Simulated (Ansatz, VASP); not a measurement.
**Te2Mo: VASP beside Ansatz**

```
Te Mo
1.0
     3.51820    0.00000    0.00000
    -1.75910    3.04685    0.00000
     0.00000    0.00000   13.97360
Te Mo
4 2
Cartesian
  1.7591 1.0156 5.2960
  0.0000 2.0312 12.2828
  1.7591 1.0156 1.6908
  0.0000 2.0312 8.6776
  1.7591 1.0156 10.4802
  0.0000 2.0312 3.4934
```

Alike in both runs: task band structure; functional PBEsol; k mesh 7 × 7 × 2; occupations fermi-dirac, width 0.05 eV; spin-orbit coupling, no magnetisation.

|  | VASP | Ansatz |
| --- | --- | --- |
| version | VASP 6.6.1 | Ansatz 0.2.0 |
| potentials or method | VASP PAW PBE potentials, release 64 (Te, Mo_sv) | Ansatz PAW |
| plane-wave cutoff (eV) | 520 | 420 |
| valence electrons in the cell | 52 | 92 |

VASP gave:

| Property | Result |
| --- | --- |
| gap on the k mesh at the Fermi level (eV) | 0.79 |
| least direct gap on the mesh (eV) | 1.21 |
| gap along the band path (eV) | 0.66 |
| pressure (GPa) | -0.9 |
| largest component of the traceless stress (GPa) | 0.47 |
| rms of the force components (eV/Å) | 0.021 |

Estimate Ansatz's values.

gap on the k mesh at the Fermi level (eV): 0.80; least direct gap on the mesh (eV): 1.20; gap along the band path (eV): 0.67; pressure (GPa): -1.0; largest component of the traceless stress (GPa): 0.39; rms of the force components (eV/Å): 0.037.

Atom by atom the forces differ by 0.016 eV/Å (rms over components). The two sets of potentials don't hold the same shells in valence.

Caveats: this functional lacks dispersion, which binds the layers, so the pressure and a relaxed spacing across them are unreliable; the PAW data sets were made with another functional, which shifts forces and pressure a little (VASP); the k mesh misses the band edges, so the gap on the mesh is wider than the one along the path (Ansatz); the PAW data sets come from PBE, with cores solved anew for the run's functional, which leaves a small shift of forces and pressure (Ansatz).
